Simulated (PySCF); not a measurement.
Labels have come off several samples. The candidates:

A. SMILES c1cnc2c(c1)O[SiH2]O2
B. SMILES C#C[C@@H](C#N)C(=O)O[SiH3]
C. diethyl ether (CCOCC)

Spectrum 1. 1H NMR (300 MHz, computed): δ 8.17 (d, 1H), 7.50 (d, 1H), 6.97 (m, 1H), 5.71 (s, 2H). 13C{1H} NMR (computed): δ 162.8 (C), 146.5 (C), 145.7 (CH), 124.6 (CH), 121.4 (CH).

Spectrum 2. 1H NMR (300 MHz, computed): δ 3.56 (m, 4H), 1.28 (m, 6H). 13C{1H} NMR (computed): δ 71.3 (CH2), 18.1 (CH3).

Spectrum 3. 1H NMR (300 MHz, computed): δ 4.95 (s, 3H), 4.15 (d, 1H), 1.97 (d, 1H). 13C{1H} NMR (computed): δ 169.3 (C), 117.6 (C), 82.6 (CH), 77.1 (C), 31.7 (CH).

Level of theory: coordinates at the GFN2-xTB level, shielding tensors at PBE0/pcSseg-1 (GIAO), J: B3LYP/pcJ-1 (spin–dipole term left out of most H,H and C,H couplings), in PySCF 2.14.0 with density-fitted response routines (one averaged value for each set of equivalent atoms, gas phase, non-relativistic, one computed conformer).

Referencing at the same level of theory: TMS for 1H (σ = 31.72 ppm) and 13C (σ = 186.93 ppm). Multiplet labels drop J under 1 Hz and among equivalent protons, and merge close values. Unscaled 3J(H,H) run several per cent high. Where no couplings were computed, multiplicities follow the n + 1 count of equivalent neighbours, and m marks all less simple cases (inequivalent or close neighbours, rings, F or P nearby). Shifts are as computed. Against solution values, carbons near 30 ppm lie about +3 ppm off and those near 130 ppm about +5 ppm. Of 1211 compounds with measured shifts, 218 miss one by over three times the rms of a fit or turn the order of signals round; such compounds aren't used in these exercises.

Question: Match each spectrum to its structure.

Answer: 1–A, 2–C, 3–B.

- Spectrum 1 (A): 5 13C signals; δC 162.8 is an aromatic carbon bearing oxygen; δC 146.5 is an aromatic carbon bearing oxygen.
- Spectrum 2 (C): 2 13C signals; δC 71.3 is an sp3 CH2 bonded to O; δC 18.1 is a methyl carbon.
- Spectrum 3 (B): 5 13C signals; δC 117.6 is a nitrile carbon; δC 82.6 is a terminal alkyne carbon.
